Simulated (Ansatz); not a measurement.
**CoO: computed properties**

The calculation used Ansatz, DFT PBE, scalar-relativistic, plane waves, PAW.

Plane waves to 420 eV, a k mesh through Γ of 16×16×16 on the computed 2-atom cell and Gaussian smearing (0.10 eV); collinear spin from starting moments 2.74 0.35 μB.

The structure is relaxed at this level of theory with its symmetry kept.

```
Co O
1.0
     0.00000    2.12416    2.12416
     2.12416    0.00000    2.12416
     2.12416    2.12416    0.00000
Co O
1 1
Direct
  0.00000 0.00000 0.00000
  0.50000 0.50000 0.50000
```

| Quantity | Value |
| --- | --- |
| Space group | Fm-3m (No. 225) |
| Volume per atom | 9.58 Å³ |
| Formation energy from the elements' standard states (uncorrected) | -0.489 eV/atom |
| Kohn–Sham band gap | none (metal) |
| Density of states at the Fermi level | 3.63 states/eV per cell |
| Löwdin character within 0.5 eV of the Fermi level | Co 3d 88 %, O 2p 12 % |
| Bader charges (e) | Co (1 in the cell) 1.24, O (1 in the cell) -1.24 |
| Total moment | 2.93 μB per cell |
| Site moments (μB; atoms counted from 1 over the whole cell) | Co (atom 1) 2.49, O (atom 2) 0.32 |

The cell holds one magnetic atom, so it can only be ferromagnetic; an antiferromagnetic order may lie lower.

Only this magnetic start was tried.